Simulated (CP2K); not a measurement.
Si2Mo under changes of volume

One of the cells (13.416 Å³/atom); the others are scaled copies at fixed shape and fractional positions:

```
Mo Si
1.0
     4.53529    0.00000    0.00000
     2.27744    3.92200    0.00000
    -3.40636   -1.96100    2.26274
Mo Si
1 2
Direct
  0.00000 0.00000 0.00000
  0.66700 0.66700 0.00000
  0.33300 0.33300 0.00000
```

| Item | Value |
| --- | --- |
| Program | CP2K 2026.2 |
| Functional | PBEsol |
| Potentials or basis | POTENTIAL_UZH Mo GTH-PBE-q14, Si GTH-PBE-q4; TZVP-MOLOPT-PBE-GTH basis |
| Density cutoff | 6123 eV |
| k mesh | 12 × 12 × 12 |
| Occupations | fermi-dirac, width 0.05 eV |
| Spin | no spin polarisation |

| volume (Å³/atom) | energy over the lowest point (meV/atom) | pressure (GPa) | largest force (eV/Å) |
| --- | --- | --- | --- |
| 12.611 | ? | ? | ? |
| 12.879 | 15.25 | 9.6 | 0.266 |
| 13.148 | 3.54 | 4.5 | 0.300 |
| 13.416 | 0.00 | -0.2 | 0.333 |
| 13.684 | 3.81 | -4.3 | 0.363 |
| 13.953 | 14.21 | -8.0 | 0.392 |
| 14.221 | 30.52 | -11.4 | 0.418 |

Q: What does the run at 12.611 Å³/atom give?

A: Energy over the lowest point 36.06 meV/atom; pressure 15.3 GPa; largest force 0.229 eV/Å.

Worked out: A Birch-Murnaghan fit of order 3 (a polynomial in V^(-2/3)) to the other rows has its minimum at 13.41 Å³/atom with B0 = V·E''(V) = 219 GPa and B' = 4.3 at fixed shape and positions, which overstates the stiffness. It gives 35.99 meV/atom at 12.611 Å³/atom, against the run's 36.06, and -dE/dV = 15.3 GPa, against 15.3.

Energies are extrapolated to zero smearing.

Caveats: the potentials were made for another functional, which shifts forces and pressure; the basis of atomic orbitals isn't converged, which shifts pressures, moduli and gaps.
